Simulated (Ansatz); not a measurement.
Al: what changed settings do

The reference input for Ansatz (plane-wave DFT with PAW):

```yaml
crystal:
  lattice:
    - [0.0, 2.0194648466, 2.0194648466]
    - [2.0194648466, 0.0, 2.0194648466]
    - [2.0194648466, 2.0194648466, 0.0]
  atoms:
    - { symbol: Al, position: [0.0, 0.0, 0.0] }
basis:
  ecutwfc: 420
kpoints:
  mp_grid: { grid: [10, 10, 10] }
hamiltonian:
  xc: pbe
scf:
  occupations: { method: gaussian, width: 0.1 }
output:
  forces: true
  stress: true
  eigenvalues: true
```

Command:

```bash
ansatz run input.yaml --threads 1 --pin off --max-ram 1331MiB --backend cpu --events-out ev --progress --plain --runs-dir out
```

The run converges in 6 SCF iterations on 47 irreducible k-points: pressure -0.02 GPa, no gap.

Settings here are deliberately varied, not converged. Each trial's input is given as a difference from the reference's; energies are extrapolated to zero smearing where there is one, and pressure is positive in compression.

Problem. Trial 1:

```diff
 hamiltonian:
+  dispersion: d3bj
 scf:
+  n_extra_bands: 5
+  max_iter: 60
```

How does this run end?

Solution. The run converges in 6 SCF iterations on 47 irreducible k-points: pressure -3.43 GPa, no gap.

Problem. Trial 2:

```diff
 basis:
-  ecutwfc: 420
+  ecutwfc: 500
+  ecutrho_ratio: 8
 kpoints:
-  mp_grid: { grid: [10, 10, 10] }
+  mp_grid: { grid: [10, 1, 8] }
 hamiltonian:
-  xc: pbe
+  xc: r2scan
 scf:
+  n_extra_bands: 5
+accuracy: low
```

What happens?

Solution. The run converges in 6 SCF iterations on 42 irreducible k-points: pressure -14.33 GPa, no gap. It warns that the mesh lowers the symmetry.

Problem. Trial 3:

```diff
 basis:
+  xc_grid: 0
 scf:
+  mixing: { beta: 0.14 }
+  initial_density: { chi_scale: 0, normalization: atom }
+  max_iter: 84
 output:
+  efg: {}
```

How does this run end?

Solution. The program refuses the input:

```text
Error: YAML parse error: error: line 10 column 12: basis.xc_grid: `0` is not a whole number from 1 to 63 (the points along each axis for each point of the dense box); leave the key out and the level goes by the root key accuracy, what the run computes, its functional and its kind of files
```

Next try, with these keys changed back:

```diff
 basis:
-  xc_grid: 0
```

The run converges in 5 SCF iterations on 47 irreducible k-points: the reference's energy to 0.01 meV per atom, pressure -0.02 GPa, no gap.

Problem. Trial 4 (the one atom moved, which only shifts the crystal as a whole):

```diff
 crystal:
   atoms:
-    - { symbol: Al, position: [0.0, 0.0, 0.0] }
+    - { symbol: Al, position: [0.0150091912, -0.0013241651, -0.0094605922] }
 basis:
-  ecutwfc: 420
+  ecutwfc: "44 Ry"
 kpoints:
-  mp_grid: { grid: [10, 10, 10] }
+  mp_grid: { kspacing: 1.3 }
 hamiltonian:
-  xc: pbe
+  xc: lda
 scf:
-  occupations: { method: gaussian, width: 0.1 }
+  occupations: { method: tetrahedron }
+  mixing: { beta: 0.04 }
+  initial_density: { chi_scale: 0, normalization: atom }
+  max_iter: 20
```

What does the program give?

Solution. The run converges in 5 SCF iterations on 4 irreducible k-points: pressure -7.23 GPa, no gap. It warns that the printed bands weren't solved further after the SCF; that forces and stress under tetrahedra may miss the energy's slope.

Problem. Trial 5:

```diff
-basis:
-  ecutwfc: 420
+basis: {}
 kpoints:
-  mp_grid: { grid: [10, 10, 10] }
+  mp_grid: { grid: [9, 9, 6] }
 scf:
-  occupations: { method: gaussian, width: 0.1 }
+  occupations: { method: tetrahedron_uncorrected }
+  mixing: { algorithm: broyden, beta: 0.15, ndim: 6 }
+  initial_density: { chi_scale: 0, normalization: atom }
+  max_iter: 60
```

What happens?

Solution. The run converges in 9 SCF iterations on 140 irreducible k-points: energy 214 meV per atom above the reference, pressure 0.30 GPa, no gap. It warns that the printed bands weren't solved further after the SCF; that the mesh lowers the symmetry.

Problem. Trial 6:

```diff
 kpoints:
-  mp_grid: { grid: [10, 10, 10] }
+  mp_grid: { grid: [4, 4, 4], shift: [0.5, 0.5, 0] }
 hamiltonian:
-  xc: pbe
+  xc: rpbe
 scf:
+  max_iter: 60
 output:
-  forces: true
-  stress: true
+  forces: false
+  stress: false
+magnetization:
+  spin_polarized: true
+  initial_magnetization: 4.0
+  spin_locking: { lock_magnetization: hard }
```

What does the program give?

Solution. The program refuses the input:

```text
Error: inconsistent input (magnetization.initial_magnetization, magnetization.spin_locking.lock_magnetization): the lock holds the spin channels at N_up = (N_el + M)/2 = 3.5 and N_down = (N_el − M)/2 = -0.5 electrons (N_el = 3, M = 4) — |M| > N_el leaves a channel with a negative electron count; set |initial_magnetization| ≤ N_el
```

Next try, with these keys changed back:

```diff
-magnetization:
-  spin_polarized: true
-  initial_magnetization: 4.0
-  spin_locking: { lock_magnetization: hard }
```

The run converges in 6 SCF iterations on 11 irreducible k-points: no gap. It warns that the mesh lowers the symmetry.

Problem. Trial 7:

```diff
 scf:
-  occupations: { method: gaussian, width: 0.1 }
+  occupations: { method: tetrahedron_uncorrected }
+  mixing: { algorithm: msr1, beta: 0.77, ndim: 4 }
+  initial_density: { chi_scale: 0, normalization: atom }
+  max_iter: 66
```

How does this run end?

Solution. The run converges in 5 SCF iterations on 47 irreducible k-points: energy 127 meV per atom above the reference, pressure -0.01 GPa, no gap. It warns that the printed bands weren't solved further after the SCF.

Problem. Trial 8:

```diff
 kpoints:
-  mp_grid: { grid: [10, 10, 10] }
+  mp_grid: { grid: [2, 2, 2] }
 hamiltonian:
-  xc: pbe
+  xc: pbesol
+  dispersion: d3bj
 scf:
-  occupations: { method: gaussian, width: 0.1 }
+  occupations: { method: fermi_dirac, width: "1000 K" }
```

What does the program give?

Solution. The run converges in 6 SCF iterations on 3 irreducible k-points: pressure -9.82 GPa, no gap.